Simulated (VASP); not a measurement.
# K (P4/mmm) in VASP: a series of runs

The runs below take K through single point, with r2SCAN+D4.

Program: VASP 6.6.1. These are calculated values, not measurements. Logs are shortened: lines on timing, memory, paths and dates and some standing lists are left out, and cuts for length are marked.

## (1) The crystal as given

It takes space group P4/mmm (No. 123, tetragonal). Conventional cell: a = 4.282 Å, b = 4.282 Å, c = 4.368 Å, α = 90.00°, β = 90.00°, γ = 90.00°. K (site symmetry 4/mmm) has 6 K at 4.28 to 4.37 Å as nearest neighbours.

This isn't the form of K at room conditions, which is bcc.

## (2) Single point, r2SCAN+D4

Contents of POSCAR:

```
K
1.0
    4.2820800277      0.0000000000      0.0000000000
    0.0000000000      4.2820800277      0.0000000000
    0.0000000000      0.0000000000      4.3677216282
K
1
Direct
    0.0000000000      0.0000000000      0.0000000000
```

Contents of INCAR.step1:

```
SYSTEM = K
  PREC = Accurate
  ENCUT = 520
  ISMEAR = -1
  SIGMA = 0.02
  LREAL = .False.
  LASPH = .True.
  NELM = 100
  NBANDS = 10
  GGA = PE
  ALGO = Normal
  EDIFF = 1E-4
  LWAVE = .True.
  LCHARG = .False.
```

Contents of INCAR.step2:

```
SYSTEM = K
  PREC = Accurate
  ENCUT = 520
  EDIFF = 1E-6
  ISMEAR = -1
  SIGMA = 0.02
  LREAL = .False.
  LASPH = .True.
  NELM = 100
  ALGO = Normal
  ISIF = 2
  LWAVE = .False.
  LCHARG = .False.
  METAGGA = R2SCAN
  LMIXTAU = .True.
  IVDW = 13
  VDW_S6 = 1.0
  VDW_S8 = 0.6018749
  VDW_A1 = 0.51559235
  VDW_A2 = 5.77342911
  NBANDS = 10
  ISTART = 1
```

Contents of KPOINTS:

```
Automatic mesh
0
Gamma
  7 7 7
  0 0 0
```

Potentials or basis: VASP PAW PBE potentials, release 64 (K_sv).

Started as:

```bash
cat potpaw_PBE.64/K_sv/POTCAR > POTCAR
cp INCAR.step1 INCAR
mpirun -np 1 vasp_std > vasp.out
cp INCAR.step2 INCAR
mpirun -np 1 vasp_std > vasp.out
```

OUTCAR:

```text
SYSTEM = K
   PREC = Accurate
   ENCUT = 520
   EDIFF = 1E-6
   ISMEAR = -1
   LREAL = .False.
   LASPH = .True.
   NELM = 100
   ISIF = 2
   METAGGA = R2SCAN
   IVDW = 13
   ISTART = 1

 ion  position               nearest neighbor table
   1  0.000  0.000  0.000-

  LATTYP: Found a simple tetragonal cell.
 ALAT       =     4.2820800277
 C/A-ratio  =     1.0200000000

  Lattice vectors:

 A1 = (   4.2820800277,   0.0000000000,   0.0000000000)
 A2 = (   0.0000000000,   4.2820800277,   0.0000000000)
 A3 = (   0.0000000000,   0.0000000000,   4.3677216282)

Analysis of symmetry for initial positions (statically):
=====================================================================
 Subroutine PRICEL returns:
 Original cell was already a primitive cell.

 Routine SETGRP: Setting up the symmetry group for a
 simple tetragonal supercell.

 Subroutine GETGRP returns: Found 16 space group operations
 (whereof 16 operations were pure point group operations)
 out of a pool of 16 trial point group operations.

The static configuration has the point symmetry D_4h.

Analysis of symmetry for dynamics (positions and initial velocities):
=====================================================================
 Subroutine PRICEL returns:
 Original cell was already a primitive cell.

 Routine SETGRP: Setting up the symmetry group for a
 simple tetragonal supercell.

 Subroutine GETGRP returns: Found 16 space group operations
 (whereof 16 operations were pure point group operations)
 out of a pool of 16 trial point group operations.

The dynamic configuration has the point symmetry D_4h.

 Subroutine INISYM returns: Found 16 space group operations
 (whereof 16 operations are pure point group operations),
 and found     1 'primitive' translations

----------------------------------------------------------------------------------------

                                     Primitive cell

  volume of cell :      80.0875

  direct lattice vectors                    reciprocal lattice vectors
     4.282080028  0.000000000  0.000000000     0.233531366  0.000000000  0.000000000
     0.000000000  4.282080028  0.000000000     0.000000000  0.233531366  0.000000000
     0.000000000  0.000000000  4.367721628     0.000000000  0.000000000  0.228952320

  length of vectors
     4.282080028  4.282080028  4.367721628     0.233531366  0.233531366  0.228952320

  position of ions in fractional coordinates (direct lattice)
     0.000000000  0.000000000  0.000000000

  ion indices of the primitive-cell ions
   primitive index   ion index
                 1           1

----------------------------------------------------------------------------------------

 KPOINTS: Automatic mesh

Automatic generation of k-mesh.
 Grid dimensions read from file:
 generate k-points for:    7    7    7

 Generating k-lattice:

  Cartesian coordinates                     Fractional coordinates (reciprocal lattice)
     0.033361624  0.000000000  0.000000000     0.142857143  0.000000000  0.000000000
     0.000000000  0.033361624  0.000000000     0.000000000  0.142857143  0.000000000
     0.000000000  0.000000000  0.032707474     0.000000000  0.000000000  0.142857143

  Length of vectors
     0.033361624  0.033361624  0.032707474

  Shift w.r.t. Gamma in fractional coordinates (k-lattice)
     0.000000000  0.000000000  0.000000000

 Subroutine IBZKPT returns following result:
 ===========================================

 Found     40 irreducible k-points:

 Following reciprocal coordinates:
            Coordinates               Weight
  0.000000  0.000000  0.000000      1.000000
  0.142857  0.000000  0.000000      4.000000
  0.285714  0.000000  0.000000      4.000000
  0.428571  0.000000  0.000000      4.000000
  0.142857  0.142857  0.000000      4.000000
  0.285714  0.142857  0.000000      8.000000
[... 16 lines left out ...]
  0.285714  0.000000  0.285714      8.000000
  0.428571  0.000000  0.285714      8.000000
 [... further k-points ...]
   k-points           NKPTS =     40   k-points in BZ     NKDIM =     40   number of bands    NBANDS=     10
   number of dos      NEDOS =    301   number of ions     NIONS =      1
   total plane-waves  NPLWV =  32768
   dimension x,y,z NGX =    32 NGY =   32 NGZ =   32
   dimension x,y,z NGXF=    64 NGYF=   64 NGZF=   64
   ions per type =               1
   NGX,Y,Z   is equivalent  to a cutoff of  12.42, 12.42, 12.18 a.u.
   NGXF,Y,Z  is equivalent  to a cutoff of  24.85, 24.85, 24.36 a.u.
 SYSTEM =  K
   PREC   = accura    normal or accurate (medium, high low for compatibility)
   ISTART =      1    job   : 0-new  1-cont  2-samecut
   ICHARG =      0    charge: 1-file 2-atom 10-const
   ISPIN  =      1    spin polarized calculation?
   LNONCOLLINEAR =      F non collinear calculations
   LSORBIT =      F    spin-orbit coupling
   LASPH  =      T    aspherical Exc in radial PAW
   ENCUT  =  520.0 eV  38.22 Ry    6.18 a.u.   7.96  7.96  8.12*2*pi/ulx,y,z
   NELM   =    100;   NELMIN=  2; NELMDL=  0     # of ELM steps
   EDIFF  = 0.1E-05   stopping-criterion for ELM
   LREAL  =      F    real-space projection
   EDIFFG = 0.1E-04   stopping-criterion for IOM
   NSW    =      0    number of steps for IOM
   IBRION =     -1    ionic relax: 0-MD 1-quasi-New 2-CG
   NFREE  =      0    steps in history (QN), initial steepest desc. (CG)
   ISIF   =      2    stress and relaxation
   ISYM   =      2    0-nonsym 1-usesym 2-fastsym
   POTIM  = 0.5000    time-step for ionic-motion
   TEBEG  =    0.0;   TEEND  =   0.0 temperature during run
   PSTRESS=    0.0 pullay stress
   NELECT =       9.0000    total number of electrons
   NUPDOWN=      -1.0000    fix difference up-down
   EMIN   =  10.00;   EMAX   =-10.00  energy-range for DOS
   EFERMI =   0.00;   METHOD = LEGACY
   ISMEAR =    -1;   SIGMA  =   0.02  broadening in eV -4-tet -1-fermi 0-gaus
   EFERMI_NEDOS =   21; number of points for ismear=-14 and -15
   IALGO  =     38    algorithm
   IMIX   =      4    mixing-type and parameters
     AMIX     =   0.40;   BMIX     =  1.00
     AMIX_MAG =   1.60;   BMIX_MAG =  1.00
  volume/ion in A,a.u.               =      80.09       540.46
  Fermi-wavevector in a.u.,A,eV,Ry     =   0.790013  1.492908  8.491673  0.624120
  Thomas-Fermi vector in A             =   1.895270
   LORBIT       =      0    0 simple, 1 ext, 2 COOP (PROOUT), +10 PAW based schemes
   METAGGA = R2SCAN    functional components
   LHFCALC =     F    Hartree Fock is set to
   AEXX    =    0.0000 exact exchange contribution
   IVDW    =    13    specifies the selected vdW correction
   LEPSILON=     F    determine dielectric tensor
   LRPA    =     F    only Hartree local field effects (RPA)
 non-spin polarized calculation
  energy-cutoff  :      520.00
  volume of cell :       80.09
 maximum number of plane-waves:      2183
 NGX is ok and might be reduce to    32
   NGX = 15   NGY = 15   NGZ = 17

 number of electron       9.0000002 magnetization

 Free energy of the ion-electron system (eV)
  ---------------------------------------------------
  ext. energy  EPLUGINS =         0.00000000
  ---------------------------------------------------
  free energy    TOTEN  =        -5.90506305 eV

  energy without entropy =       -5.90466383  energy(sigma->0) =       -5.90486344

 E-fermi :  -0.2377     XC(G=0):  -5.6844

 val. band max:       -0.3266714573   @ k =   0.4286   0.1429   0.1429
 cond. band min:      -0.1905142036   @ k =   0.2857   0.2857   0.2857
 fundamental gap:      0.1361572537
 Fermi energy:        -0.2377283114

 k-point     1 :       0.0000    0.0000    0.0000
  band No.  band energies     occupation
      1     -34.1274      2.00000
      2     -16.7924      2.00000
      3     -16.7910      2.00000
      4     -16.7910      2.00000
      5      -2.3929      2.00000
      6       2.9672      0.00000
      7       3.0306      0.00000
      8       6.4247      0.00000
      9       6.4256      0.00000
     10       6.4324      0.00000

 k-point     2 :       0.1429    0.0000    0.0000
  band No.  band energies     occupation
      1     -34.1266      2.00000
      2     -16.8075      2.00000
      3     -16.7910      2.00000
      4     -16.7896      2.00000
      5      -2.1897      2.00000
      6       2.7716      0.00000
      7       3.0914      0.00000
      8       5.6712      0.00000
      9       5.8395      0.00000
     10       6.1441      0.00000

 k-point     3 :       0.2857    0.0000    0.0000
  band No.  band energies     occupation
      1     -34.1247      2.00000
      2     -16.8443      2.00000
      3     -16.7877      2.00000
      4     -16.7864      2.00000
      5      -1.5977      2.00000
      6       1.8328      0.00000
      7       3.3680      0.00000
      8       5.1027      0.00000
      9       5.2621      0.00000
     10       6.1180      0.00000

 k-point     4 :       0.4286    0.0000    0.0000
  band No.  band energies     occupation
      1     -34.1233      2.00000
      2     -16.8735      2.00000
      3     -16.7851      2.00000
      4     -16.7838      2.00000
      5      -0.6642      2.00000
      6       0.5370      0.00000
      7       3.6458      0.00000
      8       4.7982      0.00000
      9       4.9522      0.00000
     10       6.5710      0.00000

 k-point     5 :       0.1429    0.1429    0.0000
  band No.  band energies     occupation
      1     -34.1258      2.00000
      2     -16.8067      2.00000
      3     -16.8052      2.00000
      4     -16.7896      2.00000
      5      -1.9894      2.00000
      6       2.8169      0.00000
      7       2.9742      0.00000
      8       5.0686      0.00000
      9       5.5500      0.00000
     10       6.1642      0.00000

 k-point     6 :       0.2857    0.1429    0.0000
  band No.  band energies     occupation
      1     -34.1239      2.00000
      2     -16.8424      2.00000
      3     -16.8024      2.00000
      4     -16.7863      2.00000
      5      -1.4064      2.00000
      6       1.9802      0.00000
      7       3.2297      0.00000
      8       4.6746      0.00000
      9       5.1573      0.00000
     10       6.1205      0.00000
[... 183 lines left out ...]
 k-point    21 :       0.0000    0.0000    0.2857
  band No.  band energies     occupation
      1     -34.1254      2.00000
      2     -16.8370      2.00000
      3     -16.7873      2.00000
      4     -16.7873      2.00000
      5      -1.6295      2.00000
      6       1.6927      0.00000
      7       3.3748      0.00000
      8       5.2804      0.00000
      9       5.2804      0.00000
     10       6.0365      0.00000

 k-point    22 :       0.1429    0.0000    0.2857
  band No.  band energies     occupation
      1     -34.1245      2.00000
      2     -16.8351      2.00000
      3     -16.8033      2.00000
      4     -16.7859      2.00000
      5      -1.4373      2.00000
      6       1.8427      0.00000
      7       3.2274      0.00000
      8       4.6596      0.00000
      9       5.3324      0.00000
     10       6.1887      0.00000

 k-point    23 :       0.2857    0.0000    0.2857
  band No.  band energies     occupation
      1     -34.1227      2.00000
      2     -16.8393      2.00000
      3     -16.8307      2.00000
      4     -16.7827      2.00000
      5      -0.8817      2.00000
      6       2.2603      0.00000
      7       2.3809      0.00000
      8       4.1837      0.00000
      9       5.3724      0.00000
     10       5.7527      0.00000

 k-point    24 :       0.4286    0.0000    0.2857
  band No.  band energies     occupation
      1     -34.1212      2.00000
      2     -16.8677      2.00000
      3     -16.8274      2.00000
      4     -16.7802      2.00000
      5      -0.0276      0.00005
      6       1.1665      0.00000
      7       2.8836      0.00000
      8       3.6778      0.00000
      9       5.1928      0.00000
     10       5.7513      0.00000

 [... further k-points ...]

------------------------ aborting loop because EDIFF is reached ----------------------------------------

  DFT-D4 for vdW energy calculation

  Edisp (eV):   -0.01938

  FORCE on cell =-STRESS in cart. coord.  units (eV):
  Direction    XX          YY          ZZ          XY          YZ          ZX
  --------------------------------------------------------------------------------------
  -------------------------------------------------------------------------------------
  Total       0.01445     0.01445    -0.11558     0.00000     0.00000     0.00000
  in kB       0.28914     0.28914    -2.31216     0.00000     0.00000     0.00000
  external pressure =       -0.58 kB  Pullay stress =        0.00 kB

 VOLUME and BASIS-vectors are now :
 -----------------------------------------------------------------------------
  energy-cutoff  :      520.00
  volume of cell :       80.09
      direct lattice vectors                 reciprocal lattice vectors
     4.282080028  0.000000000  0.000000000     0.233531366  0.000000000  0.000000000
     0.000000000  4.282080028  0.000000000     0.000000000  0.233531366  0.000000000
     0.000000000  0.000000000  4.367721628     0.000000000  0.000000000  0.228952320

 POSITION                                       TOTAL-FORCE (eV/Angst)
 -----------------------------------------------------------------------------------
      0.00000      0.00000      0.00000         0.000000      0.000000      0.000000
 -----------------------------------------------------------------------------------
    total drift:                               -0.000000      0.000000      0.000000

  FREE ENERGIE OF THE ION-ELECTRON SYSTEM (eV)
  ---------------------------------------------------
  free  energy   TOTEN  =        -5.9244417057 eV

  energy  without entropy=       -5.9240424881  energy(sigma->0) =       -5.92424210
```

Run time: 30 s. Hardware: 1 thread of Intel Xeon 6975P-C (Granite Rapids), shared host; peak memory 0.19 GiB.

Results:

| Item | Value |
| --- | --- |
| Free energy | -5.9244 eV |
| Pressure | -0.1 GPa |
| Band gap on the k mesh | none (metal or under the smearing width) |
| Dispersion energy per atom | -0.019 eV |

Stress tensor (GPa, compression positive):
```
 0.03  0.00  0.00
 0.00  0.03  0.00
 0.00  0.00 -0.23
```

Caveat: the PAW data sets were made with another functional, which shifts forces and pressure a little; pairwise dispersion overbinds metals, which lowers pressure and volume.

## (3) Single point, r2SCAN+D4

Contents of POSCAR:

```
K
1.0
    4.2544529358      0.0000000000      0.0000000000
    0.0000000000      4.2544529358      0.0000000000
    0.0000000000      0.0000000000      4.4246310532
K
1
Direct
    0.0000000000      0.0000000000      0.0000000000
```

Contents of INCAR.step1:

```
PREC = Accurate ; ENCUT = 520
ISMEAR = -1 ; SIGMA = 0.02
LREAL = False ; LASPH = True
NELM = 100 ; NBANDS = 10
GGA = PE ; ALGO = Normal
EDIFF = 1E-4 ; LWAVE = True
LCHARG = False
```

Contents of INCAR.step2:

```
PREC = Accurate ; ENCUT = 520
EDIFF = 1E-6 ; ISMEAR = -1
SIGMA = 0.02 ; LREAL = False
LASPH = True ; NELM = 100
ALGO = Normal ; ISIF = 2
LWAVE = False ; LCHARG = False
METAGGA = R2SCAN ; LMIXTAU = True
IVDW = 13 ; VDW_S6 = 1.0
VDW_S8 = 0.6018749 ; VDW_A1 = 0.51559235
VDW_A2 = 5.77342911 ; NBANDS = 10
ISTART = 1
```

Contents of KPOINTS:

```
Automatic mesh
0
Gamma
  7 7 7
```

Potentials or basis: VASP PAW PBE potentials, release 64 (K_sv).

Started as:

```bash
cat potpaw_PBE.64/K_sv/POTCAR > POTCAR
cp INCAR.step1 INCAR
mpirun -np 1 vasp_std > vasp.out
cp INCAR.step2 INCAR
mpirun -np 1 vasp_std > vasp.out
```

It took 35 s on 1 thread of Intel Xeon 6975P-C (Granite Rapids), shared host; peak memory 0.2 GiB.

It converged, with:

```yaml
Free_energy: -5.9220 eV
Pressure: -0.1 GPa
Band_gap_on_the_k_mesh: none (metal or under the smearing width)
Dispersion_energy_per_atom: -0.019 eV
```

Stress tensor (GPa, compression positive):
```
 0.12  0.00  0.00
 0.00  0.12  0.00
 0.00  0.00 -0.39
```

Levels at points of the mesh, in eV from the Fermi level:
| k point | band 3 | band 4 | band 5 | band 6 | band 7 | band 8 |
| --- | --- | --- | --- | --- | --- | --- |
| (0.00, 0.00, 0.00) | -16.56 | -16.56 | -2.16 | 3.16 | 3.29 | 6.44 |

Caveat: the PAW data sets were made with another functional, which shifts forces and pressure a little; pairwise dispersion overbinds metals, which lowers pressure and volume.
